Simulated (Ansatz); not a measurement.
# BeS: the cost of one run

Computed with Ansatz 0.2.0 through its Python package. Level of theory: DFT PBEsol, plane waves, PAW.

### Step 1. The structure

BeS F-43m: It takes space group F-43m (No. 216, cubic). The conventional cell has a = 4.720 Å, b = 4.720 Å, c = 4.720 Å, α = 90.00°, β = 90.00°, γ = 90.00°. Be (site symmetry -43m) has 4 S at 2.04 Å as nearest neighbours. S (site symmetry -43m) is surrounded by 4 Be at 2.04 Å.

BeSe F-43m: The structure is cubic, space group F-43m (No. 216). The conventional cell has a = 5.070 Å, b = 5.070 Å, c = 5.070 Å, α = 90.00°, β = 90.00°, γ = 90.00°. Be (site symmetry -43m) is surrounded by 4 Se at 2.20 Å. Around Se (site symmetry -43m) lie 4 Be at 2.20 Å.

BeTe F-43m: Symmetry: F-43m, No. 216, cubic system. Conventional cell: a = 5.490 Å, b = 5.490 Å, c = 5.490 Å, α = 90.00°, β = 90.00°, γ = 90.00°. Be (site symmetry -43m) has 4 Te at 2.38 Å as nearest neighbours. Te (site symmetry -43m) is surrounded by 4 Be at 2.38 Å.

The script holds or builds the structure itself.

### Step 2. The script

series_bes.py

```python
"""A chemical series on the zincblende structure: relaxed cells and their trends."""

import warnings

import ansatz as az
import numpy as np


def zincblende(first, second, a):
    return (
        az.Lattice.fcc(a)
        .space_group(216)
        .atom(first, (0, 0, 0))
        .atom(second, (0.25, 0.25, 0.25))
        .primitive()
    )


def run_phase(name, crystal, relax=True):
    calc = crystal.calculation()
    calc = calc.basis(21 * az.Ha)
    calc = calc.functional("pbesol").kpoints(spacing=0.3)
    calc = calc.occupations("fermi_dirac", width=0.01)
    calc = calc.stress()
    calc = calc.band_table()
    if relax:
        calc = calc.relax(force_tolerance=0.02, cell=True)
    return calc.run(threads=1, backend="cpu")

def bulk_modulus(name, outcome, step=0.02):
    # B = -V dP/dV from the pressures of two uniformly scaled cells, atoms held at their fractions
    pressure = []
    for factor in (1 - step, 1.0, 1 + step):
        cell = az.Crystal(lattice=az.Lattice.of(outcome.lattice.cell_ang * factor ** (1 / 3)))
        for site in outcome.report["lattice"]["sites"]:
            cell = cell.atom(site["symbol"], site["position_frac"])
        pressure.append(np.trace(run_phase(name, cell, relax=False).report["stress_gpa"]) / 3)
    slope, bend = (pressure[0] - pressure[2]) / (2 * step), abs(pressure[0] + pressure[2] - 2 * pressure[1])
    # a jump of mesh or basis between the cells shows as a kink: no modulus then
    return float(slope) if bend < 12 * step**2 * abs(slope) + 0.15 and abs(pressure[1]) < 1.5 else float("nan")


def volume_per_atom(outcome):
    return abs(np.linalg.det(outcome.lattice.cell_ang)) / len(outcome.lattice.sites)


def gap_ev(outcome):
    # nan where the run reports no band edges: a metal, overlapping bands, or a gap that is small against the smearing
    edges = outcome.report.get("band_edges_ev")
    return edges[1] - edges[0] if edges else float("nan")


def main() -> None:
    # rough a for each member; the cell is relaxed
    warnings.simplefilter("ignore")

    phases = {}
    phases["BeS"] = zincblende("Be", "S", 4.72)
    phases["BeSe"] = zincblende("Be", "Se", 5.07)
    phases["BeTe"] = zincblende("Be", "Te", 5.49)

    done = {}
    for name, crystal in phases.items():
        try:
            done[name] = run_phase(name, crystal)
        except az.NonConvergedError as error:
            print(name, "did not converge:", str(error)[:120])

    rows = [(name, (4 * len(o.lattice.sites) * volume_per_atom(o)) ** (1 / 3), volume_per_atom(o), gap_ev(o), bulk_modulus(name, o)) for name, o in done.items()]
    print("  compound       a (A)  V (A^3/atom)  gap on mesh (eV)     B (GPa)")
    for row in rows:
        print(f"{str(row[0]):>10}  {row[1]:10.3f}  {row[2]:12.3f}  {row[3]:16.2f}  {row[4]:10.0f}")


if __name__ == "__main__":
    main()
```

### Step 3. What the engine is handed

The engine receives this input (first run):

```yaml
crystal:
  lattice:
    bravais: fcc
    a: 4.72
  space_group: 216
  atoms:
    - { symbol: Be, position: [0.0, 0.0, 0.0] }
    - { symbol: S, position: [0.25, 0.25, 0.25] }
  reduce_to_primitive: true
basis:
  ecutwfc: 571.4391111657479
kpoints:
  mp_grid:
    kspacing: 0.3
hamiltonian:
  xc: pbesol
scf:
  occupations:
    method: fermi_dirac
    width: 0.01
relax:
  f_tol: 0.02
  cell: {}
output:
  stress: true
  eigenvalues: true
```

### Step 4. The run

Run with:

```console
python series_bes.py
```

What time and memory should one allow on 1 thread of Arm Neoverse V2, shared host?

About 36 s, with a peak of 0.42 GiB.
